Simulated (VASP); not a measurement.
Wanted: the native input for a VASP 6.6.1 run.

- Task: relaxation of cell and atoms
- Functional: PBEsol
- Potentials or basis: VASP PAW PBE potentials, release 64 (Zn, O)
- Cutoff: 600 eV
- k mesh: 9 × 9 × 5
- Occupations: gaussian, width 0.03 eV
- Spin: no spin polarisation
- Further INCAR settings: ALGO = Normal; EDIFF = 1e-07; IBRION = 2; EDIFFG = -0.005; NSW = 90; ISIF = 3

The structure of ZnO (zincite) lies in POSCAR:

```
ZnO                                     
1.0
    3.2361380819      0.0000000000      0.0000000000
   -1.6180690409      2.8025777890      0.0000000000
    0.0000000000     -0.0000000000      5.2217173697
  Zn              O             
     2     2
Direct
     0.3333333332999970    0.6666666667000030    0.4999792796701107
     0.6666666667000030    0.3333333332999970    0.9999792796701108
     0.6666666667000030    0.3333333332999970    0.3790307203298902
     0.3333333332999970    0.6666666667000030    0.8790307203298902
```

One way to write it, as run:

INCAR

```
SYSTEM = ZnO
PREC = Accurate
ENCUT = 600
EDIFF = 1E-7
ISMEAR = 0
SIGMA = 0.03
LREAL = .False.
LASPH = .True.
NELM = 80
ALGO = Normal
ISIF = 3
LWAVE = .False.
LCHARG = .False.
GGA = PS
IBRION = 2
NSW = 90
EDIFFG = -0.005
KPAR = 2
```

KPOINTS

```
regular mesh
0
Gamma
  9 9 5
  0 0 0
```

Potentials or basis: VASP PAW PBE potentials, release 64 (Zn, O).

The run is started by

```sh
$ cat potpaw_PBE.64/Zn/POTCAR potpaw_PBE.64/O/POTCAR > POTCAR
$ mpirun -np 2 vasp_std > vasp.out
```

It gave:

```
Relaxed volume                         : 11.85 Å³/atom
Relaxed cell                           : a = 3.237 Å, b = 3.237 Å, c = 5.224 Å, α = 90.00°, β = 90.00°, γ = 120.00°
Space group after relaxing (to 0.05 Å) : P6_3mc (No. 186)
Energy gained by relaxing              : 0.0 meV/atom
Ionic steps                            : 2
Pressure after relaxing                : -0.1 GPa
Band gap on the k mesh                 : 0.68 eV, direct
```

Caveat: the PAW data sets were made with another functional, which shifts forces and pressure a little.

Wall time 36 s on 2 MPI ranks on Intel(R) Xeon(R) Platinum 8375C CPU @ 2.90GHz (Ice Lake), on a shared host, peak memory 0.19 GiB a rank.
